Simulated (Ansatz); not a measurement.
Runs of Ansatz 0.2.0 on BN. It takes space group P6_3/mmc (No. 194, hexagonal). The conventional cell has a = 2.498 Å, b = 2.498 Å, c = 6.636 Å, α = 90.00°, β = 90.00°, γ = 120.00°. N (site symmetry -6m2) is surrounded by 3 B at 1.44 Å. Around B (site symmetry -6m2) lie 3 N at 1.44 Å. 

| task | level | cell | k mesh | smearing | atoms under strain | points for each segment of the path | gap on the mesh (eV) | pressure (GPa) | relaxed volume (Å³/atom) |
| --- | --- | --- | --- | --- | --- | --- | --- | --- | --- |
| phonons | PBEsol | as given | 9 × 9 × 3 | fixed | - | - | 4.34 | - | - |
| relaxation of cell and atoms | PBEsol | relaxed | 12 × 12 × 4 | fermi-dirac 0.05 eV | - | - | 4.27 | 0.0 | 9.53 |
| elastic constants | LDA | as given | 9 × 9 × 3 | fixed | relaxed | - | 4.25 | -2.9 | - |
| band structure | PBEsol | as given | 12 × 12 × 4 | fermi-dirac 0.05 eV | - | 14 | 4.19 | 2.1 | - |
| relaxation of cell and atoms | BLYP+D3(BJ) | relaxed | 12 × 12 × 4 | fermi-dirac 0.05 eV | - | - | 4.27 | 0.0 | (b) |
| relaxation of cell and atoms | revPBE+D3(BJ) | relaxed | 12 × 12 × 4 | fermi-dirac 0.05 eV | - | - | (a) | 0.0 | 8.55 |
| relaxation of cell and atoms | revPBE+D4 | relaxed | 12 × 12 × 4 | fermi-dirac 0.05 eV | - | - | 4.18 | 0.0 | 8.29 |
| relaxation of cell and atoms | BLYP+D4 | relaxed | 12 × 12 × 4 | fermi-dirac 0.05 eV | - | - | 4.25 | 0.0 | 8.63 |
| relaxation of cell and atoms | LDA | relaxed | 12 × 12 × 4 | fermi-dirac 0.05 eV | - | - | 4.07 | 0.0 | 8.71 |

Alike in all rows: potentials or basis Ansatz PAW; no spin polarisation; cutoff (eV) 420.

Problem. Estimate the missing entries.

Solution. (a) 4.23; (b) 8.72.

Caveats: the PAW data sets come from PBE, with cores solved anew for the run's functional, which leaves a small shift of forces and pressure; the plane-wave basis is chosen anew once the cell has moved, so the energies of steps on either side of that aren't comparable (some runs); this functional lacks dispersion, which binds the layers, so the pressure and a relaxed spacing across them are unreliable (some runs); odd divisions of the mesh miss points on the zone boundary, where band edges often lie, so the gap on the mesh can be too wide (some runs).

A k mesh can miss the band edges.

Runs at the PBE level aren't shown here.
